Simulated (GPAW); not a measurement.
NiO:

```
Ni O
1.0
     2.50462    0.00000    0.00000
     0.00000    2.50462    0.00000
     0.00000    0.00000    2.50462
Ni O
1 1
Cartesian
  0.0000 0.0000 0.0000
  1.2523 1.2523 1.2523
```

Measurements of this composition are mostly on another form, of space group No. 225.

Base run:

```yaml
Program: GPAW 26.7.0
Functional: r2SCAN
Potentials_or_basis: GPAW PAW data sets (gpaw-data 1.2.1)
Cutoff: 800 eV
Basis: pw
k_mesh: 11 × 11 × 11
Occupations: fermi-dirac, width 0.05 eV
Spin: collinear spin, ferromagnetic start
Starting_moments: "[1.0, 0.0] μB"
Hubbard_terms: Ni d U = 5 eV
```

Its results: band gap on the k mesh none (metal or under the smearing width); pressure 31.2 GPa; net moment 2.00 μB per cell; site moments Ni +1.60; O +0.32 μB.

Question: The run is repeated on the same cell with these changes: hubbard terms from Ni d U = 5 eV to Ni d U = 2 eV. What comes out?

Answer: Band gap on the k mesh none (metal or under the smearing width); pressure 33.2 GPa; net moment 2.00 μB per cell; site moments Ni +1.56; O +0.35 μB.

Caveats: the stock nickel data set gives pressures a few GPa off other programs; a pressure of tens of GPa on the cell as given is suspect, and the run, the potentials or the cell itself is likely at fault; the PAW data sets were made with another functional, which shifts forces and pressure a little; a cell with one magnetic atom can't hold antiferromagnetic order, which such compounds often take.
